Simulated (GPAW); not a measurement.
The system is WS2.

```
W S
1.0
     1.57900    0.91164    6.16333
    -1.57900    0.91164    6.16333
     0.00000   -1.82327    6.16333
W S
1 2
Direct
  0.00000 0.00000 0.00000
  0.58100 0.58100 0.58100
  0.75030 0.75030 0.75030
```

Measurements of this composition are mostly on another form, of space group No. 194.

Base run:

| Property | Result |
| --- | --- |
| Program | GPAW 26.7.0 |
| Functional | PBEsol |
| Potentials or basis | PAW data sets generated in the run's folder for this functional |
| Cutoff | 600 eV |
| Basis | pw |
| k mesh | 10 × 10 × 10 |
| Occupations | fermi-dirac, width 0.05 eV |
| Spin | no spin polarisation |

Its results: band gap on the k mesh 1.01 eV, indirect (least direct gap 2.23 eV); pressure -0.7 GPa; largest force 0.601 eV/Å.

The run is repeated on the same cell with these changes: k mesh from 10 × 10 × 10 to 7 × 7 × 7. What comes out?

Band gap on the k mesh 1.09 eV, indirect (least direct gap 2.30 eV); pressure -0.7 GPa; largest force 0.601 eV/Å.

Caveats: spin-orbit coupling is left out, which moves the levels of the heavy elements; the mesh misses the band edges, which the band path finds closer together (some runs).

Not every run made on this cell is shown here.
